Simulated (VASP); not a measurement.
A run of VASP 6.6.1 is set up as follows.

File INCAR:

```
PREC = Accurate
ENCUT = 520
EDIFF = 1E-6
ISMEAR = 0
SIGMA = 0.02
LREAL = False
LASPH = True
NELM = 80
ALGO = Normal
ISIF = 2
LWAVE = False
LCHARG = False
MAGMOM = 0 0 0 0 0 0
LORBIT = 11
LSORBIT = True
GGA_COMPAT = False
METAGGA = R2SCAN
LMIXTAU = True
NBANDS = 30
KPAR = 2
```

KPOINTS

```
regular mesh
0
Gamma
  6 6 6
```

File POSCAR:

```
InP
1.0
    0.0000000000      2.9305000000      2.9305000000
    2.9305000000      0.0000000000      2.9305000000
    2.9305000000      2.9305000000      0.0000000000
In P
1 1
Direct
    0.0000000000      0.0000000000      0.0000000000
    0.7500000000      0.7500000000      0.7500000000
```

File KPOINTS_OPT:

```
path GXWKGLUWLK,UX
15
line-mode
reciprocal
 0.0000000000  0.0000000000  0.0000000000  G
 0.5000000000  0.0000000000  0.5000000000  X

 0.5000000000  0.0000000000  0.5000000000  X
 0.5000000000  0.2500000000  0.7500000000  W

 0.5000000000  0.2500000000  0.7500000000  W
 0.3750000000  0.3750000000  0.7500000000  K

 0.3750000000  0.3750000000  0.7500000000  K
 0.0000000000  0.0000000000  0.0000000000  G

 0.0000000000  0.0000000000  0.0000000000  G
 0.5000000000  0.5000000000  0.5000000000  L

 0.5000000000  0.5000000000  0.5000000000  L
 0.6250000000  0.2500000000  0.6250000000  U

 0.6250000000  0.2500000000  0.6250000000  U
 0.5000000000  0.2500000000  0.7500000000  W

 0.5000000000  0.2500000000  0.7500000000  W
 0.5000000000  0.5000000000  0.5000000000  L

 0.5000000000  0.5000000000  0.5000000000  L
 0.3750000000  0.3750000000  0.7500000000  K

 0.6250000000  0.2500000000  0.6250000000  U
 0.5000000000  0.0000000000  0.5000000000  X
```

Potentials or basis: VASP PAW PBE potentials, release 64 (In_d, P).

Run with:

```sh
$ cat potpaw_PBE.64/In_d/POTCAR potpaw_PBE.64/P/POTCAR > POTCAR
$ mpirun -np 2 vasp_ncl > vasp.out
```

(1) Estimate the pressure.

Answers

(1) 1.5 GPa.

Caveat: the PAW data sets were made with another functional, which shifts forces and pressure a little.
